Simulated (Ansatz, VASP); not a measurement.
## Two plane-wave programs on TaN

Contents of INCAR:

```
SYSTEM = TaN
PREC     = Accurate       ! precision mode
ENCUT    = 520            ! plane-wave cutoff, eV
EDIFF    = 1E-6           ! SCF threshold, eV
ISMEAR   = 0              ! smearing method
SIGMA    = 0.15           ! smearing width, eV
LREAL    = .FALSE.        ! projectors in reciprocal space
LASPH    = .TRUE.         ! aspherical terms in the spheres
NELM     = 100            ! most SCF steps
ALGO     = Normal         ! electronic algorithm
ISIF     = 2              ! what is computed and relaxed
LWAVE    = .FALSE.        ! write WAVECAR
LCHARG   = .FALSE.        ! write CHGCAR
GGA      = PS             ! functional
NBANDS   = 15             ! bands
```

File KPOINTS:

```
regular mesh
0
G
  24 24 20
  0 0 0
```

POSCAR

```
TaN
1.0
    3.1579081683      0.0000000000      0.0000000000
   -1.5789540842      2.7348286966      0.0000000000
    0.0000000000      0.0000000000      2.6410694312
Ta N
1 1
Direct
    0.3333333333      0.6666666667      0.5000000000
    0.0000000000      0.0000000000      0.0000000000
```

Input for Ansatz:

```yaml
crystal:
  lattice:
    - [3.1579081683, 0.0, 0.0]
    - [-1.5789540842, 2.7348286966, 0.0]
    - [0.0, 0.0, 2.6410694312]
  atoms:
    - { symbol: Ta, position: [0.3333333333, 0.6666666667, 0.5] }
    - { symbol: "N", position: [0.0, 0.0, 0.0] }
basis:
  ecutwfc: 420
kpoints:
  mp_grid: { grid: [24, 24, 20] }
hamiltonian:
  xc: pbesol
scf:
  occupations: { method: gaussian, width: 0.15 }
output:
  forces: true
  stress: true
  eigenvalues: true
```

Change from the starting cell: strain +0.080 along x and y, -0.080 along z, atoms carried along.

Alike in both runs: task single point; functional PBEsol; k mesh 24 × 24 × 20; occupations gaussian, width 0.15 eV; no spin polarisation.

```csv
,VASP,Ansatz
version,VASP 6.6.1,Ansatz 0.2.0
potentials or method,"VASP PAW PBE potentials, release 64 (Ta_pv, N)","scalar-relativistic, plane waves, PAW"
plane-wave cutoff (eV),520,420
valence electrons in the cell,16,18
```

VASP gave:

- gap on the k mesh at the Fermi level (eV): none
- pressure (GPa): -11.6
- largest component of the traceless stress (GPa): 63.33

Problem. Which values does Ansatz return?

Solution. gap on the k mesh at the Fermi level (eV): none; pressure (GPa): -12.2; largest component of the traceless stress (GPa): 63.16.

A gap of «none» marks a metal or a gap that the smearing closes. The two sets of potentials don't hold the same shells in valence.

Caveats: the PAW data sets were made with another functional, which shifts forces and pressure a little (VASP). The runs have no spin-orbit coupling, so splittings on Ta are missing.
